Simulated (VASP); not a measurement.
Here is a VASP 6.6.1 calculation.

File INCAR:

```
SYSTEM = Au
PREC = Accurate ; ENCUT = 520
EDIFF = 1E-7 ; ISMEAR = 0
SIGMA = 0.1 ; LREAL = .False.
LASPH = .True. ; NELM = 120
ALGO = Normal ; ISIF = 3
LWAVE = .False. ; LCHARG = .False.
GGA = PE ; IBRION = 2
NSW = 60 ; EDIFFG = -0.005
POTIM = 0.3
```

Contents of KPOINTS:

```
Automatic mesh
0
Gamma
  17 17 9
  0 0 0
```

POSCAR

```
Au                                      
1.0
    2.9091324124      0.0000000000     -0.0000000000
   -1.4545662062      2.5193825712      0.0000000000
    0.0000000000     -0.0000000000      4.9017368689
  Au            
     2
Direct
     0.3333333300000021    0.6666666699999979    0.7500000000000000
     0.6666666699999979    0.3333333300000021    0.2500000000000000
```

Potentials or basis: VASP PAW PBE potentials, release 64 (Au).

The run is started by

```sh
$ cat potpaw_PBE.64/Au/POTCAR > POTCAR
$ mpirun -np 1 vasp_std > vasp.out
```

(1) What does it give for the band gap on the k mesh?

(2) Estimate the space group after relaxing (to 0.05 Å).

Results:

(1) none (metal or under the smearing width).

(2) P6_3/mmc (No. 194).
